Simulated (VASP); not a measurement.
Crystal: WS2 (Tungstenite).

```
CELL_PARAMETERS angstrom
3.18000 0.00000 0.00000
-1.59000 2.75396 0.00000
0.00000 0.00000 12.50000
ATOMIC_POSITIONS crystal
W 0.66667 0.33333 0.75000
W 0.33333 0.66667 0.25000
S 0.66667 0.33333 0.37500
S 0.33333 0.66667 0.87500
S 0.66667 0.33333 0.12500
S 0.33333 0.66667 0.62500
```

Base run:

* Program: VASP 6.6.1
* Functional: PBE
* Potentials or basis: VASP PAW PBE potentials, release 64 (W_sv, S)
* Cutoff: 520 eV
* k mesh: 10 × 10 × 3
* Occupations: fermi-dirac, width 0.05 eV
* Spin: no spin polarisation

Its results: band gap on the k mesh 1.14 eV, indirect (least direct gap 2.09 eV); pressure 2.2 GPa; largest force 0.132 eV/Å.

Task: The run is repeated on the same cell with these changes: functional from PBE to PBEsol. What comes out?

Result: Band gap on the k mesh 1.09 eV, indirect (least direct gap 2.08 eV); pressure -2.6 GPa; largest force 0.133 eV/Å.

PBEsol binds more tightly than PBE, so the same cell stands under less pressure.

Caveats: spin-orbit coupling is left out, which moves the levels of the heavy elements; an odd mesh through Γ misses points on the zone boundary, where band edges often lie; this functional lacks dispersion, which binds the layers, so the pressure and a relaxed spacing across them are unreliable; the PAW data sets were made with another functional, which shifts forces and pressure a little (some runs).

Not every run made on this cell is shown here.
